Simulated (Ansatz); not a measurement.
Input of an Ansatz 0.2.0 run:

Contents of input.yaml:

```yaml
crystal:
  lattice:
    - [-2.273118, 2.141811, 2.337333]
    - [2.167922, -2.161285, 2.251611]
    - [2.329673, 2.217841, -2.356807]
  atoms:
    - { symbol: Ca, position: [0.0, 0.0, 0.0] }
kpoints:
  mp_grid: { grid: [8, 8, 8] }
scf:
  occupations: { method: gaussian, width: 0.05 }
hamiltonian:
  xc: pbe
  pseudopotentials: { kind: all_electron, lapw: { basis_error: 0.001 } }
output:
  forces: true
  stress: true
  eigenvalues: true
```

Potentials or basis: all-electron LAPW, scalar-relativistic.

The run is started by

```bash
$ ansatz run input.yaml --threads 1 --pin off --max-ram 3072MiB --backend cpu --events-out ev --progress --plain --runs-dir out
```

Problem. Predict the band gap on the k mesh.

Solution. None (metal or under the smearing width).

Problem. Estimate the pressure.

Solution. -1.0 GPa.

Stress tensor (GPa, compression positive):
```
-1.03 -0.28  0.69
-0.28 -0.92  0.09
 0.69  0.09 -0.97
```

Caveat: the cell was measured hot, at 740 K.
